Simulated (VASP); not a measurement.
# Ni (Fm-3m) in VASP: a series of runs

The runs below take Ni through relaxation of cell and atoms, with PBE.

Everything below comes from runs of VASP 6.6.1. Logs are shortened: lines on timing, memory, paths and dates and some standing lists are left out, and cuts for length are marked.

### Step 1. Starting point

The structure is cubic, space group Fm-3m (No. 225). Conventional cell: a = 3.524 Å, b = 3.524 Å, c = 3.524 Å, α = 90.00°, β = 90.00°, γ = 90.00°. Ni (site symmetry m-3m) is surrounded by 12 Ni at 2.49 Å.

### Step 2. Relaxation of cell and atoms, PBE, collinear spin, ferromagnetic start

INCAR reads:

```
  ALGO = Normal
  EDIFF = 1E-7
  EDIFFG = -0.002
  ENCUT = 520
  GGA = PE
  IBRION = 2
  ISIF = 3
  ISMEAR = 0
  ISPIN = 2
  LASPH = True
  LCHARG = False
  LMAXMIX = 4
  LORBIT = 11
  LREAL = False
  LWAVE = False
  MAGMOM = 0.8
  NELM = 120
  NSW = 80
  PREC = Accurate
  SIGMA = 1.0
```

KPOINTS reads:

```
k-points
0
Gamma
  20 20 20
```

POSCAR reads:

```
Ni
1.0
    0.0000000000      1.7619350000      1.7619350000
    1.7619350000      0.0000000000      1.7619350000
    1.7619350000      1.7619350000      0.0000000000
Ni
1
Direct
    0.0000000000      0.0000000000      0.0000000000
```

Potentials or basis: VASP PAW PBE potentials, release 64 (Ni).

Started as:

```console
$ cat potpaw_PBE.64/Ni/POTCAR > POTCAR
$ mpirun -np 1 vasp_std > vasp.out
```

OUTCAR:

```text
EDIFF = 1E-7
   EDIFFG = -0.002
   ENCUT = 520
   GGA = PE
   IBRION = 2
   ISIF = 3
   ISMEAR = 0
   ISPIN = 2
   LASPH = True
   LORBIT = 11
   LREAL = False
   NELM = 120
   NSW = 80
   PREC = Accurate

 ion  position               nearest neighbor table
   1  0.000  0.000  0.000-

  LATTYP: Found a face centered cubic cell.
 ALAT       =     3.5238700000

  Lattice vectors:

 A1 = (   0.0000000000,   1.7619350000,   1.7619350000)
 A2 = (   1.7619350000,   0.0000000000,   1.7619350000)
 A3 = (   1.7619350000,   1.7619350000,   0.0000000000)

Analysis of symmetry for initial positions (statically):
=====================================================================
 Subroutine PRICEL returns:
 Original cell was already a primitive cell.

 Routine SETGRP: Setting up the symmetry group for a
 face centered cubic supercell.

 Subroutine GETGRP returns: Found 48 space group operations
 (whereof 48 operations were pure point group operations)
 out of a pool of 48 trial point group operations.

The static configuration has the point symmetry O_h .

Analysis of symmetry for dynamics (positions and initial velocities):
=====================================================================
 Subroutine PRICEL returns:
 Original cell was already a primitive cell.

 Routine SETGRP: Setting up the symmetry group for a
 face centered cubic supercell.

 Subroutine GETGRP returns: Found 48 space group operations
 (whereof 48 operations were pure point group operations)
 out of a pool of 48 trial point group operations.

The dynamic configuration has the point symmetry O_h .

Analysis of structural, dynamic, and magnetic symmetry:
=====================================================================
 Subroutine PRICEL returns:
 Original cell was already a primitive cell.

 Routine SETGRP: Setting up the symmetry group for a
 face centered cubic supercell.

 Subroutine GETGRP returns: Found 48 space group operations
 (whereof 48 operations were pure point group operations)
 out of a pool of 48 trial point group operations.

The overall configuration has the point symmetry O_h .

 Subroutine INISYM returns: Found 48 space group operations
 (whereof 48 operations are pure point group operations),
 and found     1 'primitive' translations

----------------------------------------------------------------------------------------

                                     Primitive cell

  volume of cell :      10.9396

  direct lattice vectors                    reciprocal lattice vectors
     0.000000000  1.761935000  1.761935000    -0.283778914  0.283778914  0.283778914
     1.761935000  0.000000000  1.761935000     0.283778914 -0.283778914  0.283778914
     1.761935000  1.761935000  0.000000000     0.283778914  0.283778914 -0.283778914

  length of vectors
     2.491752373  2.491752373  2.491752373     0.491519496  0.491519496  0.491519496

  position of ions in fractional coordinates (direct lattice)
     0.000000000  0.000000000  0.000000000

  ion indices of the primitive-cell ions
   primitive index   ion index
                 1           1

----------------------------------------------------------------------------------------

 KPOINTS: k-points

Automatic generation of k-mesh.
 Grid dimensions read from file:
 generate k-points for:   20   20   20

 Generating k-lattice:

  Cartesian coordinates                     Fractional coordinates (reciprocal lattice)
    -0.014188946  0.014188946  0.014188946     0.050000000  0.000000000  0.000000000
     0.014188946 -0.014188946  0.014188946     0.000000000  0.050000000  0.000000000
     0.014188946  0.014188946 -0.014188946     0.000000000  0.000000000  0.050000000

  Length of vectors
     0.024575975  0.024575975  0.024575975

  Shift w.r.t. Gamma in fractional coordinates (k-lattice)
     0.000000000  0.000000000  0.000000000

 Subroutine IBZKPT returns following result:
 ===========================================

 Found    256 irreducible k-points:

 Following reciprocal coordinates:
            Coordinates               Weight
  0.000000  0.000000  0.000000      1.000000
  0.050000  0.000000  0.000000      8.000000
  0.100000  0.000000  0.000000      8.000000
  0.150000  0.000000  0.000000      8.000000
  0.200000  0.000000  0.000000      8.000000
  0.250000  0.000000  0.000000      8.000000
[... 16 lines left out ...]
 -0.400000  0.050000  0.000000     24.000000
 -0.350000  0.050000  0.000000     24.000000
 [... further k-points ...]
   k-points           NKPTS =    256   k-points in BZ     NKDIM =    256   number of bands    NBANDS=      9
   number of dos      NEDOS =    301   number of ions     NIONS =      1
   total plane-waves  NPLWV =   8000
   dimension x,y,z NGX =    20 NGY =   20 NGZ =   20
   dimension x,y,z NGXF=    40 NGYF=   40 NGZF=   40
   ions per type =               1
   NGX,Y,Z   is equivalent  to a cutoff of  13.34, 13.34, 13.34 a.u.
   NGXF,Y,Z  is equivalent  to a cutoff of  26.69, 26.69, 26.69 a.u.
 SYSTEM =  unknown system
   PREC   = accura    normal or accurate (medium, high low for compatibility)
   ISTART =      0    job   : 0-new  1-cont  2-samecut
   ICHARG =      2    charge: 1-file 2-atom 10-const
   ISPIN  =      2    spin polarized calculation?
   LNONCOLLINEAR =      F non collinear calculations
   LSORBIT =      F    spin-orbit coupling
   LASPH  =      T    aspherical Exc in radial PAW
   ENCUT  =  520.0 eV  38.22 Ry    6.18 a.u.   4.63  4.63  4.63*2*pi/ulx,y,z
   NELM   =    120;   NELMIN=  2; NELMDL= -5     # of ELM steps
   EDIFF  = 0.1E-06   stopping-criterion for ELM
   LREAL  =      F    real-space projection
   EDIFFG = -.2E-02   stopping-criterion for IOM
   NSW    =     80    number of steps for IOM
   IBRION =      2    ionic relax: 0-MD 1-quasi-New 2-CG
   NFREE  =      1    steps in history (QN), initial steepest desc. (CG)
   ISIF   =      3    stress and relaxation
   ISYM   =      2    0-nonsym 1-usesym 2-fastsym
   POTIM  = 0.5000    time-step for ionic-motion
   TEBEG  =    0.0;   TEEND  =   0.0 temperature during run
   PSTRESS=    0.0 pullay stress
   NELECT =      10.0000    total number of electrons
   NUPDOWN=      -1.0000    fix difference up-down
   EMIN   =  10.00;   EMAX   =-10.00  energy-range for DOS
   EFERMI =   0.00;   METHOD = LEGACY
   ISMEAR =     0;   SIGMA  =   1.00  broadening in eV -4-tet -1-fermi 0-gaus
   EFERMI_NEDOS =   21; number of points for ismear=-14 and -15
   IALGO  =     38    algorithm
   IMIX   =      4    mixing-type and parameters
     AMIX     =   0.40;   BMIX     =  1.00
     AMIX_MAG =   1.60;   BMIX_MAG =  1.00
  volume/ion in A,a.u.               =      10.94        73.82
  Fermi-wavevector in a.u.,A,eV,Ry     =   1.588821  3.002436 34.345893  2.524352
  Thomas-Fermi vector in A             =   2.687765
   LORBIT       =     11    0 simple, 1 ext, 2 COOP (PROOUT), +10 PAW based schemes
   GGA     = PE    functional components
   LHFCALC =     F    Hartree Fock is set to
   AEXX    =    0.0000 exact exchange contribution
   IVDW    =     0    specifies the selected vdW correction
   LEPSILON=     F    determine dielectric tensor
   LRPA    =     F    only Hartree local field effects (RPA)
 conjugate gradient relaxation of ions
 spin polarized calculation
 Gauss-broadening in eV      SIGMA  =   1.00
  energy-cutoff  :      520.00
  volume of cell :       10.94
 maximum number of plane-waves:       306
   NGX =  9   NGY =  9   NGZ =  9

--------------------------------------- Ionic step        1  -------------------------------------------

 number of electron      10.0000010 magnetization       0.0003892

 number of electron      10.0000010 magnetization      -0.0000253

 Free energy of the ion-electron system (eV)
  ---------------------------------------------------
  ext. energy  EPLUGINS =         0.00000000
  ---------------------------------------------------
  free energy    TOTEN  =        -5.87063827 eV

  energy without entropy =       -5.16168252  energy(sigma->0) =       -5.51616039

------------------------ aborting loop because EDIFF is reached ----------------------------------------

  FORCE on cell =-STRESS in cart. coord.  units (eV):
  Direction    XX          YY          ZZ          XY          YZ          ZX
  --------------------------------------------------------------------------------------
  -------------------------------------------------------------------------------------
  Total        0.1857389      0.1857389      0.1857389      0.0000000      0.0000000      0.0000000
  in kB       27.2028053     27.2028053     27.2028053      0.0000000      0.0000000      0.0000000
  external PRESSURE =      27.2028053 kB  Pullay stress =       0.0000000 kB
[... 59 lines left out ...]
--------------------------------------- Ionic step        3  -------------------------------------------

 number of electron      10.0000009 magnetization      -0.0000003

 number of electron      10.0000009 magnetization       0.0000001

 Free energy of the ion-electron system (eV)
  ---------------------------------------------------
  ext. energy  EPLUGINS =         0.00000000
  ---------------------------------------------------
  free energy    TOTEN  =        -5.87198178 eV

  energy without entropy =       -5.15535824  energy(sigma->0) =       -5.51367001

 E-fermi :   9.2024     XC(G=0): -13.1430

 val. band max:        9.1843594300   @ k =  -0.2000   0.2000   0.0000
 cond. band min:       9.3082958047   @ k =   0.4000   0.2000   0.0000
 fundamental gap:      0.1239363747
 Fermi energy:         9.2023974938

 spin component 1

 k-point     1 :       0.0000    0.0000    0.0000
  band No.  band energies     occupation
      1       0.2060      1.00000
      2       7.0832      0.99864
      3       7.0832      0.99864
      4       7.0832      0.99864
      5       8.1340      0.93461
      6       8.1340      0.93461
      7      32.5714      0.00000
      8      36.3414      0.00000
      9      36.3414      0.00000
[... 265 lines left out ...]
 k-point    24 :      -0.3500    0.0500    0.0000
  band No.  band energies     occupation
      1       4.1304      1.00000
      2       7.1043      0.99850
      3       7.1568      0.99809
      4       7.1600      0.99806
      5       8.5273      0.83014
      6       8.8482      0.69179
      7      18.1932      0.00000
      8      30.5391      0.00000
      9      32.8648      0.00000

 [... further k-points ...]

 spin component 2

 k-point     1 :       0.0000    0.0000    0.0000
  band No.  band energies     occupation
      1       0.2060      1.00000
      2       7.0832      0.99864
      3       7.0832      0.99864
      4       7.0832      0.99864
      5       8.1340      0.93461
      6       8.1340      0.93461
      7      32.5714      0.00000
      8      36.3414      0.00000
      9      36.3414      0.00000
[... 304 lines left out ...]
  FREE ENERGIE OF THE ION-ELECTRON SYSTEM (eV)
  ---------------------------------------------------
  free  energy   TOTEN  =        -5.8719817792 eV

  energy  without entropy=       -5.1553582371  energy(sigma->0) =       -5.51367001

 reached required accuracy - stopping structural energy minimisation

 total charge

# of ion       s       p       d       tot
------------------------------------------
    1        0.492   0.486   8.296   9.274

 magnetization (x)

# of ion       s       p       d       tot
------------------------------------------
    1        0.000   0.000   0.000   0.000
```

It took 50 s on 1 thread of Intel Xeon 6975P-C (Granite Rapids), shared host; peak memory 0.17 GiB.

Results:

- Free energy: -5.8720 eV
- Relaxed volume: 11.10 Å³/atom
- Relaxed cell: a = 2.504 Å, b = 2.504 Å, c = 2.504 Å, α = 60.00°, β = 60.00°, γ = 60.00°
- Space group after relaxing (to 0.05 Å): Fm-3m (No. 225)
- Energy gained by relaxing: 1.3 meV/atom
- Ionic steps: 3
- Pressure after relaxing: 0.0 GPa
- Band gap on the k mesh: none (metal or under the smearing width)
- Net moment: 0.00 μB per cell
- Valence electrons inside the program's atomic spheres: Ni 9.27

Step by step:
| step | energy change (eV) | largest force (eV/Å) | pressure (GPa) | volume (Å³) |
| --- | --- | --- | --- | --- |
| 1 | 0.0000 | 0.0000 | 2.72 | 10.94 |
| 2 | -0.0004 | 0.0000 | -2.09 | 11.24 |
| 3 | -0.0013 | 0.0000 | 0.01 | 11.10 |

Final structure:
```
Ni
1.0
     0.00000    1.77055    1.77055
     1.77055    0.00000    1.77055
     1.77055    1.77055    0.00000
Ni
1
Direct
  0.00000 0.00000 0.00000
```

PBE usually gives volumes a little too large and moduli too small. Zero-point motion and thermal expansion aren't in these numbers.

### Step 3. Relaxation of cell and atoms, PBE, collinear spin, ferromagnetic start

This run uses another cell than the first one, of 11.10 Å³/atom, 1.015 times its volume.

INCAR is that of step 2.

KPOINTS is that of step 2.

POSCAR reads:

```
Ni                                      
1.0
    0.0000000000      1.7705451096      1.7705451096
    1.7705451096     -0.0000000000      1.7705451096
    1.7705451096      1.7705451096     -0.0000000000
  Ni            
     1
Direct
     0.0000000000000000    0.0000000000000000    0.0000000000000000
```

Potentials or basis: VASP PAW PBE potentials, release 64 (Ni).

Started as:

```console
$ cat potpaw_PBE.64/Ni/POTCAR > POTCAR
$ mpirun -np 1 vasp_std > vasp.out
```

Wall time 26 s (1 thread of Intel Xeon 6975P-C (Granite Rapids), shared host); peak memory 0.16 GiB.

The run converged. Its results:

```
Free energy                                           : -5.8720 eV
Pressure after relaxing                               : 0.0 GPa
Band gap on the k mesh                                : none (metal or under the smearing width)
Net moment                                            : 0.00 μB per cell
Valence electrons inside the program's atomic spheres : Ni 9.27
```

Final structure:
```
CELL_PARAMETERS angstrom
0.00000 1.77055 1.77055
1.77055 0.00000 1.77055
1.77055 1.77055 0.00000
ATOMIC_POSITIONS crystal
Ni 0.00000 0.00000 0.00000
```

Levels at points of the mesh, in eV from the Fermi level:
Spin up:
```
           k point  band 1  band 2  band 3  band 4  band 5  band 6  band 7  band 8  band 9
(0.00, 0.00, 0.00)   -9.00   -2.12   -2.12   -2.12   -1.07   -1.07   23.37   27.14   27.14
(0.50, 0.00, 0.00)   -4.62   -2.17   -2.17   -0.40   -0.35   -0.35    5.62   21.87   24.26
(0.50, 0.50, 0.00)   -4.47   -3.89   -0.37   -0.17   -0.17    2.31    9.04   14.53   14.53
```
Spin down:
| k point | band 1 | band 2 | band 3 | band 4 | band 5 | band 6 | band 7 | band 8 | band 9 |
| --- | --- | --- | --- | --- | --- | --- | --- | --- | --- |
| (0.00, 0.00, 0.00) | -9.00 | -2.12 | -2.12 | -2.12 | -1.07 | -1.07 | 23.37 | 27.14 | 27.14 |
| (0.50, 0.00, 0.00) | -4.62 | -2.17 | -2.17 | -0.40 | -0.35 | -0.35 | 5.62 | 21.87 | 24.26 |
| (0.50, 0.50, 0.00) | -4.47 | -3.89 | -0.37 | -0.17 | -0.17 | 2.31 | 9.04 | 14.53 | 14.53 |

Caveat: the relaxation stopped at its first step, so nothing moved.
